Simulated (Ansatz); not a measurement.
MgS:

```
S Mg
1.0
     4.03462    0.00000    0.00000
    -2.01731    3.49409    0.00000
     0.00000    0.00000    6.43229
S Mg
2 2
Cartesian
  2.0173 1.1647 5.6556
  0.0000 2.3294 2.4394
  0.0000 2.3294 6.4050
  2.0173 1.1647 3.1888
```

The cell comes from a database or a generator and needn't be the stable form of this composition.

* Program: Ansatz 0.2.0
* Task: relaxation of cell and atoms
* Functional: BLYP
* Potentials or basis: Ansatz PAW
* Cutoff: 420 eV (not typed: the program's choice for these potentials)
* k mesh: 6 × 6 × 3
* Occupations: fermi-dirac, width 0.05 eV
* Spin: no spin polarisation

At the start: volume 22.67 Å³/atom.

How do energy, volume and symmetry change on relaxing?

It ends after 5 steps and the volume is 23.70 Å³/atom (+4.6 %); space group P6_3mc (No. 186, to 0.05 Å).

Step by step:
```csv
step,energy change (eV),largest force (eV/Å),volume (Å³)
1,0.0000,0.0596,90.68
2,-0.0296,0.0383,93.55
3,-0.0327,0.0090,94.74
4,-0.0327,0.0025,94.81
5,-0.0328,0.0025,94.81
```

Final structure:
```
CELL_PARAMETERS angstrom
4.08016 0.00000 0.00000
-2.04008 3.53352 0.00000
0.00000 0.00000 6.57577
ATOMIC_POSITIONS crystal
S 0.66667 0.33333 0.87713
S 0.33333 0.66667 0.37713
Mg 0.33333 0.66667 0.99787
Mg 0.66667 0.33333 0.49787
```

Caveat: the plane-wave basis is chosen anew once the cell has moved, so the energies of steps on either side of that aren't comparable; the PAW data sets come from PBE, with cores solved anew for the run's functional, which leaves a small shift of forces and pressure.
